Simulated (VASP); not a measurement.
# Hf (P6_3/mmc) in VASP: further runs

Runs on Hf. Level: PBE. Tasks: relaxation of cell and atoms.

All numbers are computed with VASP 6.6.1; they aren't measurements. Logs are shortened: lines on timing, memory, paths and dates and some standing lists are left out, and cuts for length are marked.

## Step 1: The structure

The structure is hexagonal, space group P6_3/mmc (No. 194). Conventional cell: a = 3.192 Å, b = 3.192 Å, c = 5.045 Å, α = 90.00°, β = 90.00°, γ = 120.00°. Hf (site symmetry -6m2) has 12 Hf at 3.12 to 3.19 Å as nearest neighbours.

## Step 2: Relaxation of cell and atoms, PBE

INCAR

```
ALGO     = Fast           # electronic algorithm
EDIFF    = 1E-6           # SCF threshold, eV
EDIFFG   = -0.005         # ionic threshold
ENCUT    = 600            # plane-wave cutoff, eV
GGA      = PE             # functional
IBRION   = 2              # ionic algorithm
ISIF     = 3              # what is computed and relaxed
ISMEAR   = 1              # smearing method
KPAR     = 2            
LASPH    = True           # aspherical terms in the spheres
LCHARG   = False          # write CHGCAR
LREAL    = False          # projectors in reciprocal space
LWAVE    = False          # write WAVECAR
NELM     = 120            # most SCF steps
NSW      = 80             # ionic steps
PREC     = Accurate       # precision mode
SIGMA    = 0.1            # smearing width, eV
```

KPOINTS

```
k-points
0
Gamma
  16 16 9
```

POSCAR

```
Hf
1.0
    3.1923846000      0.0000000000      0.0000000000
   -1.5961923000      2.7646862000      0.0000000000
    0.0000000000      0.0000000000      5.0450416000
Hf
2
Direct
    0.3333333300      0.6666666700      0.2500000000
    0.6666666700      0.3333333300      0.7500000000
```

Potentials or basis: VASP PAW PBE potentials, release 64 (Hf_pv).

Launch:

```sh
> cat potpaw_PBE.64/Hf_pv/POTCAR > POTCAR
> mpirun -np 2 vasp_std > vasp.out
```

OUTCAR:

```text
EDIFF = 1E-6
   EDIFFG = -0.005
   ENCUT = 600
   GGA = PE
   IBRION = 2
   ISIF = 3
   ISMEAR = 1
   LASPH = True
   LREAL = False
   NELM = 120
   NSW = 80
   PREC = Accurate

 ion  position               nearest neighbor table
   1  0.333  0.667  0.250-   2 3.12   2 3.12   2 3.12   2 3.12   2 3.12   2 3.12
   2  0.667  0.333  0.750-   1 3.12   1 3.12   1 3.12   1 3.12   1 3.12   1 3.12

  LATTYP: Found a hexagonal cell.
 ALAT       =     3.1923846000
 C/A-ratio  =     1.5803364043

  Lattice vectors:

 A1 = (   3.1923846000,   0.0000000000,   0.0000000000)
 A2 = (  -1.5961923000,   2.7646862000,   0.0000000000)
 A3 = (   0.0000000000,   0.0000000000,   5.0450416000)

Analysis of symmetry for initial positions (statically):
=====================================================================
 Subroutine PRICEL returns:
 Original cell was already a primitive cell.

 Routine SETGRP: Setting up the symmetry group for a
 hexagonal supercell.

 Subroutine GETGRP returns: Found 24 space group operations
 (whereof 12 operations were pure point group operations)
 out of a pool of 24 trial point group operations.

The static configuration has the point symmetry D_3d.
 The point group associated with its full space group is D_6h.

Analysis of symmetry for dynamics (positions and initial velocities):
=====================================================================
 Subroutine PRICEL returns:
 Original cell was already a primitive cell.

 Routine SETGRP: Setting up the symmetry group for a
 hexagonal supercell.

 Subroutine GETGRP returns: Found 24 space group operations
 (whereof 12 operations were pure point group operations)
 out of a pool of 24 trial point group operations.

The dynamic configuration has the point symmetry D_3d.
 The point group associated with its full space group is D_6h.

 Subroutine INISYM returns: Found 24 space group operations
 (whereof 12 operations are pure point group operations),
 and found     1 'primitive' translations

----------------------------------------------------------------------------------------

                                     Primitive cell

  volume of cell :      44.5272

  direct lattice vectors                    reciprocal lattice vectors
     3.192384600  0.000000000  0.000000000     0.313245465  0.180852351  0.000000000
    -1.596192300  2.764686200  0.000000000     0.000000000  0.361704703  0.000000000
     0.000000000  0.000000000  5.045041600     0.000000000  0.000000000  0.198214421

  length of vectors
     3.192384600  3.192384633  5.045041600     0.361704706  0.361704703  0.198214421

  position of ions in fractional coordinates (direct lattice)
     0.333333330  0.666666670  0.250000000
     0.666666670  0.333333330  0.750000000

  ion indices of the primitive-cell ions
   primitive index   ion index
                 1           1
                 2           2

----------------------------------------------------------------------------------------

 KPOINTS: k-points

Automatic generation of k-mesh.
 Grid dimensions read from file:
 generate k-points for:   16   16    9

 Generating k-lattice:

  Cartesian coordinates                     Fractional coordinates (reciprocal lattice)
     0.019577842  0.011303272  0.000000000     0.062500000  0.000000000  0.000000000
     0.000000000  0.022606544  0.000000000     0.000000000  0.062500000  0.000000000
     0.000000000  0.000000000  0.022023825     0.000000000  0.000000000  0.111111111

  Length of vectors
     0.022606544  0.022606544  0.022023825

  Shift w.r.t. Gamma in fractional coordinates (k-lattice)
     0.000000000  0.000000000  0.000000000

 Subroutine IBZKPT returns following result:
 ===========================================

 Found    150 irreducible k-points:

 Following reciprocal coordinates:
            Coordinates               Weight
  0.000000  0.000000  0.000000      1.000000
  0.062500  0.000000  0.000000      6.000000
  0.125000  0.000000  0.000000      6.000000
  0.187500  0.000000  0.000000      6.000000
  0.250000  0.000000  0.000000      6.000000
  0.312500  0.000000  0.000000      6.000000
[... 16 lines left out ...]
  0.187500  0.187500  0.000000      6.000000
  0.250000  0.187500  0.000000     12.000000
 [... further k-points ...]
   k-points           NKPTS =    150   k-points in BZ     NKDIM =    150   number of bands    NBANDS=     14
   number of dos      NEDOS =    301   number of ions     NIONS =      2
   total plane-waves  NPLWV =  31360
   dimension x,y,z NGX =    28 NGY =   28 NGZ =   40
   dimension x,y,z NGXF=    56 NGYF=   56 NGZF=   80
   ions per type =               2
   NGX,Y,Z   is equivalent  to a cutoff of  14.58, 14.58, 13.18 a.u.
   NGXF,Y,Z  is equivalent  to a cutoff of  29.16, 29.16, 26.36 a.u.
 SYSTEM =  unknown system
   PREC   = accura    normal or accurate (medium, high low for compatibility)
   ISTART =      0    job   : 0-new  1-cont  2-samecut
   ICHARG =      2    charge: 1-file 2-atom 10-const
   ISPIN  =      1    spin polarized calculation?
   LNONCOLLINEAR =      F non collinear calculations
   LSORBIT =      F    spin-orbit coupling
   LASPH  =      T    aspherical Exc in radial PAW
   ENCUT  =  600.0 eV  44.10 Ry    6.64 a.u.   6.38  6.38 10.08*2*pi/ulx,y,z
   NELM   =    120;   NELMIN=  2; NELMDL= -5     # of ELM steps
   EDIFF  = 0.1E-05   stopping-criterion for ELM
   LREAL  =      F    real-space projection
   EDIFFG = -.5E-02   stopping-criterion for IOM
   NSW    =     80    number of steps for IOM
   IBRION =      2    ionic relax: 0-MD 1-quasi-New 2-CG
   NFREE  =      1    steps in history (QN), initial steepest desc. (CG)
   ISIF   =      3    stress and relaxation
   ISYM   =      2    0-nonsym 1-usesym 2-fastsym
   POTIM  = 0.5000    time-step for ionic-motion
   TEBEG  =    0.0;   TEEND  =   0.0 temperature during run
   PSTRESS=    0.0 pullay stress
   NELECT =      20.0000    total number of electrons
   NUPDOWN=      -1.0000    fix difference up-down
   EMIN   =  10.00;   EMAX   =-10.00  energy-range for DOS
   EFERMI =   0.00;   METHOD = LEGACY
   ISMEAR =     1;   SIGMA  =   0.10  broadening in eV -4-tet -1-fermi 0-gaus
   EFERMI_NEDOS =   21; number of points for ismear=-14 and -15
   IALGO  =     68    algorithm
   IMIX   =      4    mixing-type and parameters
     AMIX     =   0.40;   BMIX     =  1.00
     AMIX_MAG =   1.60;   BMIX_MAG =  1.00
  volume/ion in A,a.u.               =      22.26       150.24
  Fermi-wavevector in a.u.,A,eV,Ry     =   1.253746  2.369236 21.386713  1.571879
  Thomas-Fermi vector in A             =   2.387584
   LORBIT       =      0    0 simple, 1 ext, 2 COOP (PROOUT), +10 PAW based schemes
   GGA     = PE    functional components
   LHFCALC =     F    Hartree Fock is set to
   AEXX    =    0.0000 exact exchange contribution
   IVDW    =     0    specifies the selected vdW correction
   LEPSILON=     F    determine dielectric tensor
   LRPA    =     F    only Hartree local field effects (RPA)
 conjugate gradient relaxation of ions
 non-spin polarized calculation
 RMM-DIIS sequential band-by-band and
 Methfessel and Paxton  Order N= 1 SIGMA  =   0.10
  energy-cutoff  :      600.00
  volume of cell :       44.53
 maximum number of plane-waves:      1508
 NGX is ok and might be reduce to    28
   NGX = 13   NGY = 13   NGZ = 21

--------------------------------------- Ionic step        1  -------------------------------------------

 number of electron      20.0000000 magnetization

 Free energy of the ion-electron system (eV)
  ---------------------------------------------------
  ext. energy  EPLUGINS =         0.00000000
  ---------------------------------------------------
  free energy    TOTEN  =       -19.84960929 eV

  energy without entropy =      -19.84965558  energy(sigma->0) =      -19.84962472

------------------------ aborting loop because EDIFF is reached ----------------------------------------

  FORCE on cell =-STRESS in cart. coord.  units (eV):
  Direction    XX          YY          ZZ          XY          YZ          ZX
  --------------------------------------------------------------------------------------
  -------------------------------------------------------------------------------------
  Total        0.2290846      0.2290846      0.2582522      0.0000000      0.0000000     -0.0000000
  in kB        8.2429111      8.2429113      9.2924211      0.0000000      0.0000000     -0.0000000
  external PRESSURE =       8.5927478 kB  Pullay stress =       0.0000000 kB
[... 89 lines left out ...]
  FREE ENERGIE OF THE ION-ELECTRON SYSTEM (eV)
  ---------------------------------------------------
  free  energy   TOTEN  =       -19.8505408362 eV

  energy  without entropy=      -19.8505512537  energy(sigma->0) =      -19.85054431

[... ionic steps 4 to 10 ...]

--------------------------------------- Ionic step       11  -------------------------------------------

 number of electron      20.0000001 magnetization

------------------------ aborting loop because EDIFF is reached ----------------------------------------
[... 67 lines left out ...]
--------------------------------------- Ionic step       13  -------------------------------------------

 number of electron      20.0000001 magnetization

 Free energy of the ion-electron system (eV)
  ---------------------------------------------------
  ext. energy  EPLUGINS =         0.00000000
  ---------------------------------------------------
  free energy    TOTEN  =       -19.85054289 eV

  energy without entropy =      -19.85055749  energy(sigma->0) =      -19.85054776

 E-fermi :   4.9157     XC(G=0): -11.2694

 val. band max:        4.9042763574   @ k =   0.0625   0.0625   0.1111
 cond. band min:       4.9170498007   @ k =   0.1875   0.0000   0.3333
 fundamental gap:      0.0127734433
 Fermi energy:         4.9157067473

 k-point     1 :       0.0000    0.0000    0.0000
  band No.  band energies     occupation
      1     -26.1807      2.00000
      2     -25.4440      2.00000
      3     -25.4440      2.00000
      4     -25.3216      2.00000
      5     -25.3171      2.00000
      6     -25.3171      2.00000
      7      -2.4732      2.00000
      8       1.1999      2.00000
      9       5.5336     -0.00000
     10       6.0765     -0.00000
     11       6.0765     -0.00000
     12       6.3598     -0.00000
     13       6.8961     -0.00000
     14       6.8961     -0.00000
[... 377 lines left out ...]
      1     -25.8848      2.00000
      2     -25.8569      2.00000
      3     -25.8011      2.00000
      4     -25.6103      2.00000
      5     -25.4903      2.00000
      6     -25.4763      2.00000
      7       1.0069      2.00000
      8       3.0935      2.00000
      9       3.2549      2.00000
     10       3.6557      2.00000
     11       5.3214     -0.00000
     12       5.8457     -0.00000
     13       6.1448     -0.00000
     14       8.6607      0.00000

 [... further k-points ...]
[... 5 lines left out ...]
  --------------------------------------------------------------------------------------
  -------------------------------------------------------------------------------------
  Total       -0.0064078     -0.0064078      0.0085426      0.0000000      0.0000000      0.0000000
  in kB       -0.2287620     -0.2287620      0.3049770      0.0000000      0.0000000      0.0000000
  external PRESSURE =      -0.0508490 kB  Pullay stress =       0.0000000 kB
[... 17 lines left out ...]
  FREE ENERGIE OF THE ION-ELECTRON SYSTEM (eV)
  ---------------------------------------------------
  free  energy   TOTEN  =       -19.8505428934 eV

  energy  without entropy=      -19.8505574897  energy(sigma->0) =      -19.85054776

 reached required accuracy - stopping structural energy minimisation
```

Wall time 3.9 min (2 MPI ranks of AMD EPYC 7R13 (Zen 3), shared host); peak memory 0.24 GiB.

What came out:

| Property | Result |
| --- | --- |
| Free energy | -19.8505 eV |
| Relaxed volume | 22.44 Å³/atom |
| Relaxed cell | a = 3.200 Å, b = 3.200 Å, c = 5.060 Å, α = 90.00°, β = 90.00°, γ = 120.00° |
| Space group after relaxing (to 0.05 Å) | P6_3/mmc (No. 194) |
| Energy gained by relaxing | 0.5 meV/atom |
| Ionic steps | 13 |
| Pressure after relaxing | 0.0 GPa |
| Band gap on the k mesh | none (metal or under the smearing width) |

Step by step:
```tsv
step	energy change (eV)	largest force (eV/Å)	pressure (GPa)	volume (Å³)
1	0.0000	0.0000	0.86	44.53
2	0.0004	0.0000	-0.99	45.30
3	-0.0009	0.0000	0.04	44.88
4	-0.0009	0.0000	-0.04	44.90
5	-0.0009	0.0000	-0.03	44.89
6	-0.0009	0.0000	0.03	44.86
7	-0.0009	0.0000	0.04	44.87
8	-0.0009	0.0000	0.03	44.87
9	-0.0009	0.0000	0.04	44.88
10	-0.0009	0.0000	0.01	44.88
11	-0.0009	0.0000	-0.02	44.88
12	-0.0009	0.0000	-0.02	44.88
13	-0.0009	0.0000	-0.01	44.88
```

Final structure:
```yaml
crystal:
  lattice:
    - [3.20019, 0.00000, 0.00000]
    - [-1.60010, 2.77145, 0.00000]
    - [0.00000, 0.00000, 5.06001]
  atoms:
    - { symbol: Hf, position: [0.33333, 0.66667, 0.25000] }
    - { symbol: Hf, position: [0.66667, 0.33333, 0.75000] }
```

Levels at points of the mesh, in eV from the Fermi level:
| k point | band 8 | band 9 | band 10 | band 11 | band 12 | band 13 |
| --- | --- | --- | --- | --- | --- | --- |
| (0.00, 0.00, 0.00) | -3.72 | 0.62 | 1.16 | 1.16 | 1.44 | 1.98 |
| (0.50, 0.00, 0.00) | -2.75 | -2.24 | -0.83 | 0.77 | 0.85 | 1.66 |

The run has no spin-orbit coupling, so splittings on Hf are missing.

## Step 3: Relaxation of cell and atoms, PBE

This run uses another cell than the first one, of 22.44 Å³/atom, 1.008 times its volume.

INCAR is that of step 2.

KPOINTS is that of step 2.

POSCAR

```
Hf                                      
1.0
    3.2001933439      0.0000000000     -0.0000000000
   -1.6000966720      2.7714487709      0.0000000000
   -0.0000000000      0.0000000000      5.0600126210
  Hf            
     2
Direct
     0.3333333300000021    0.6666666699999979    0.2500000000000000
     0.6666666699999979    0.3333333300000021    0.7500000000000000
```

Potentials or basis: VASP PAW PBE potentials, release 64 (Hf_pv).

Launch:

```sh
> cat potpaw_PBE.64/Hf_pv/POTCAR > POTCAR
> mpirun -np 2 vasp_std > vasp.out
```

Wall time 75 s (2 MPI ranks of AMD EPYC 7R13 (Zen 3), shared host); peak memory 0.23 GiB.

It converged, with:

```
Free energy                            : -19.8506 eV
Relaxed volume                         : 22.44 Å³/atom
Relaxed cell                           : a = 3.200 Å, b = 3.200 Å, c = 5.062 Å, α = 90.00°, β = 90.00°, γ = 120.00°
Space group after relaxing (to 0.05 Å) : P6_3/mmc (No. 194)
Energy gained by relaxing              : 0.0 meV/atom
Ionic steps                            : 2
Pressure after relaxing                : 0.0 GPa
Band gap on the k mesh                 : none (metal or under the smearing width)
```

Final structure:
```yaml
crystal:
  lattice:
    - [3.20013, 0.00000, 0.00000]
    - [-1.60006, 2.77139, 0.00000]
    - [0.00000, 0.00000, 5.06152]
  atoms:
    - { symbol: Hf, position: [0.33333, 0.66667, 0.25000] }
    - { symbol: Hf, position: [0.66667, 0.33333, 0.75000] }
```

Levels at points of the mesh, in eV from the Fermi level:
```
           k point  band 8  band 9  band 10  band 11  band 12  band 13
(0.00, 0.00, 0.00)   -3.72    0.61     1.16     1.16     1.44     1.98
(0.50, 0.00, 0.00)   -2.75   -2.24    -0.83     0.77     0.85     1.66
```

The run has no spin-orbit coupling, so splittings on Hf are missing.
